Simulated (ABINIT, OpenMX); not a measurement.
## PtS2: programs and potentials compared

```
CELL_PARAMETERS angstrom
3.54320 0.00000 0.00000
-1.77160 3.06850 0.00000
0.00000 0.00000 5.03880
ATOMIC_POSITIONS crystal
Pt 0.00000 0.00000 0.00000
S 0.66667 0.33333 0.77300
S 0.33333 0.66667 0.22700
```

Alike in all runs: task band structure; functional PBE; k mesh 9 × 9 × 5; occupations fermi-dirac, width 0.05 eV; no spin polarisation; no spin-orbit coupling. Pressure is positive in compression and, in plane waves, holds the error of the finite cutoff.

```json
{"program and potentials": "OpenMX, OpenMX 2013 PBE set, Pt7.0-s3p2d2f1, S7.0-s2p2d1f1, grid cutoff 400 Ry", "plane-wave cutoff (eV)": "-", "notes": "atomic basis; 9.33 valence electrons an atom on average", "band gap (eV)": "1.02", "pressure (GPa)": "14.49", "largest force (eV/Å)": "1.620"}
{"program and potentials": "ABINIT, JTH PAW PBE v2.0", "plane-wave cutoff (eV)": "544", "notes": "7.33 valence electrons an atom on average", "band gap (eV)": "0.98", "pressure (GPa)": "12.33", "largest force (eV/Å)": "1.367"}
{"program and potentials": "OpenMX, OpenMX 2013 PBE set, Pt7.0-s3p2d2f2, S7.0-s3p2d2f1, grid cutoff 400 Ry", "plane-wave cutoff (eV)": "-", "notes": "atomic basis; 9.33 valence electrons an atom on average", "band gap (eV)": "1.02", "pressure (GPa)": "13.88", "largest force (eV/Å)": "1.567"}
{"program and potentials": "OpenMX, OpenMX 2013 PBE set, Pt7.0-s3p2d2, S7.0-s2p2d1, grid cutoff 400 Ry", "plane-wave cutoff (eV)": "-", "notes": "atomic basis; 9.33 valence electrons an atom on average", "band gap (eV)": "0.96", "pressure (GPa)": "16.88", "largest force (eV/Å)": "2.011"}
```

Force on atom 3 (S), eV/Å:

```
                                                        program and potentials      x       y      z
OpenMX, OpenMX 2013 PBE set, Pt7.0-s3p2d2f1, S7.0-s2p2d1f1, grid cutoff 400 Ry  0.006  -0.007  1.620
                                                      ABINIT, JTH PAW PBE v2.0  0.000   0.000  1.367
OpenMX, OpenMX 2013 PBE set, Pt7.0-s3p2d2f2, S7.0-s3p2d2f1, grid cutoff 400 Ry  0.007  -0.007  1.567
    OpenMX, OpenMX 2013 PBE set, Pt7.0-s3p2d2, S7.0-s2p2d1, grid cutoff 400 Ry  0.006  -0.007  2.011
```

The band gap spans 0.96 (OpenMX, OpenMX 2013 PBE set, Pt7.0-s3p2d2, S7.0-s2p2d1, grid cutoff 400 Ry) to 1.02 eV (OpenMX, OpenMX 2013 PBE set, Pt7.0-s3p2d2f1, S7.0-s2p2d1f1, grid cutoff 400 Ry). The pressure spans 12.33 (ABINIT, JTH PAW PBE v2.0) to 16.88 GPa (OpenMX, OpenMX 2013 PBE set, Pt7.0-s3p2d2, S7.0-s2p2d1, grid cutoff 400 Ry). The cell lies far from this level's equilibrium. The atoms of the given cell lie far from their minimum at this level. Rows in atomic bases carry the error of their basis and grid, which can be large.

Differences between rows come from potentials, basis sets and numerical settings, since the functional is the same but for its coding. Runs on potential files found faulty are left out.
